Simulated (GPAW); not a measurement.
Runs of GPAW 26.7.0 on Si. It takes space group P6/mmm (No. 191, hexagonal). Conventional cell: a = 4.121 Å, b = 4.121 Å, c = 2.655 Å, α = 90.00°, β = 90.00°, γ = 120.00°. Si (site symmetry -6m2) has 5 Si at 2.38 to 2.65 Å as nearest neighbours. The cell was built by a generator and needn't be a form met in nature.

| task | level | potentials or basis | cell | band path | band points | optimizer | fmax | max steps | gap on the mesh (eV) | pressure (GPa) | relaxed volume (Å³/atom) |
| --- | --- | --- | --- | --- | --- | --- | --- | --- | --- | --- | --- |
| band structure | PBE | GPAW PAW data sets (gpaw-data 1.2.1), pw | as given | GMKGALHA,LM,KH | 100 | - | - | - | - | 0.3 | - |
| relaxation of cell and atoms | PBE | GPAW PAW data sets (gpaw-data 1.2.1), pw | relaxed | - | - | FIRE | 0.05 eV/Å | 40 | none | 0.2 | 19.55 |
| relaxation of cell and atoms | LDA | the program's PAW data sets (release 1.2.1) made for this functional, pw | relaxed | - | - | LBFGS | 0.01 eV/Å | 100 | none | 0.0 | (a) |
| band structure | LDA | the program's PAW data sets (release 1.2.1) made for this functional, pw | as given | GMKGALHA,LM,KH | 80 | - | - | - | - | (b) | - |
| relaxation of cell and atoms | PBEsol | PAW data sets generated in the run's folder for this functional, pw | relaxed | - | - | BFGS | 0.02 eV/Å | 100 | none | 0.0 | 19.14 |

Alike in all rows: no spin polarisation; k mesh 8 × 8 × 10; cutoff (eV) 600; smearing fermi-dirac 0.05 eV.

**Question.** Fill in the values left out.

**Answer.** (a) 18.84; (b) -3.0.

Caveats: later steps reuse the first step's grids (some runs).

A gap of «none» marks a metal or a gap under the smearing width.
